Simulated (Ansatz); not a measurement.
Crystal: FeO (Wuestite).

```
Fe O
1.0
     1.51882    0.87689    2.51958
    -1.51882    0.87689    2.51958
     0.00000   -1.75378    2.51958
Fe O
1 1
Direct
  0.00000 0.00000 0.00000
  0.50000 0.50000 0.50000
```

Base run:

```yaml
Program: Ansatz 0.2.0
Functional: PBEsol
Potentials_or_basis: all-electron LAPW, scalar-relativistic
Cutoff: 348 eV (chosen from the basis error)
Basis_error_allowed: 0.001 eV/atom
k_mesh: 11 × 11 × 11
Occupations: fermi-dirac, width 0.05 eV
Spin: collinear spin, ferromagnetic start
Starting_moments: "[3.0, 0.0] μB"
```

Its results: band gap on the k mesh none (metal or under the smearing width); pressure -9.5 GPa; net moment 4.00 μB per cell; site moments Fe +3.62; O +0.32 μB.

Q: The run is repeated on the same cell with these changes: hubbard terms from none to Fe d U = 4 eV. What comes out?

A: Band gap on the k mesh 0.90 eV, indirect (least direct gap 2.66 eV); pressure 2.5 GPa; net moment 4.00 μB per cell; site moments Fe +3.67; O +0.21 μB.

The U term pushes filled and empty states of the shell apart.

Caveats: a cell with one magnetic atom can't hold antiferromagnetic order, which such compounds often take; the density of states is complete only up to the lowest level of the last band computed; semilocal functionals often make such compounds metallic where correlation or magnetic order opens a gap, which also shifts bond lengths (some runs); the magnetic state may not be the lowest (some runs); U is the effective U less J, on atomic orbitals that reach past the spheres (some runs); an odd mesh through Γ misses points on the zone boundary, where band edges often lie (some runs).
